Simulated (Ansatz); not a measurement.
# GaP (rocksalt type): the cost of one run

Method: DFT, PBE, PAW with Ansatz's default frozen-core files, scalar-relativistic, in Ansatz 0.2.0.

**1. The structure to begin with**

It takes space group Fm-3m (No. 225, cubic). Conventional cell: a = 4.694 Å, b = 4.694 Å, c = 4.694 Å, α = 90.00°, β = 90.00°, γ = 90.00°. Around Ga (site symmetry m-3m) lie 6 P at 2.35 Å. P (site symmetry m-3m) is surrounded by 6 Ga at 2.35 Å.

Coordinates:

```cif
data_structure
_symmetry_space_group_name_H-M 'P 1'
_symmetry_Int_Tables_number 1
_cell_length_a 3.3195
_cell_length_b 3.3195
_cell_length_c 3.3195
_cell_angle_alpha 60.000
_cell_angle_beta 60.000
_cell_angle_gamma 60.000
_cell_volume 25.86
loop_
_atom_site_label
_atom_site_type_symbol
_atom_site_fract_x
_atom_site_fract_y
_atom_site_fract_z
_atom_site_occupancy
Ga1 Ga 0.00000 0.00000 0.00000 1
P1 P 0.50000 0.50000 0.50000 1
```

Atoms are numbered in the order of the input: Ga1, P2.

**2. Cell relaxed at zero pressure, PAW**

File input.yaml:

```yaml
crystal:
  lattice:
    - [0.0, 2.3472160896, 2.3472160896]
    - [2.3472160896, 0.0, 2.3472160896]
    - [2.3472160896, 2.3472160896, 0.0]
  atoms:
    - { symbol: Ga, position: [0.0, 0.0, 0.0] }
    - { symbol: P, position: [0.5, 0.5, 0.5] }
kpoints:
  mp_grid: { grid: [15, 15, 15] }
scf:
  occupations: { method: fermi_dirac, width: 0.05 }
hamiltonian:
  xc: pbe
  pseudopotentials: { kind: paw }
output:
  forces: true
  stress: true
relax:
  f_tol: 0.005
  max_steps: 40
  cell: {}
```

The run is started by

```sh
> ansatz run input.yaml --threads 1 --pin off --max-ram 3584MiB --backend cpu --events-out ev --progress --plain --runs-dir out
```

What time and memory should one allow on 1 thread of Intel Xeon Platinum 8488C (Sapphire Rapids), shared host?

About 16 s, with a peak of 0.41 GiB.
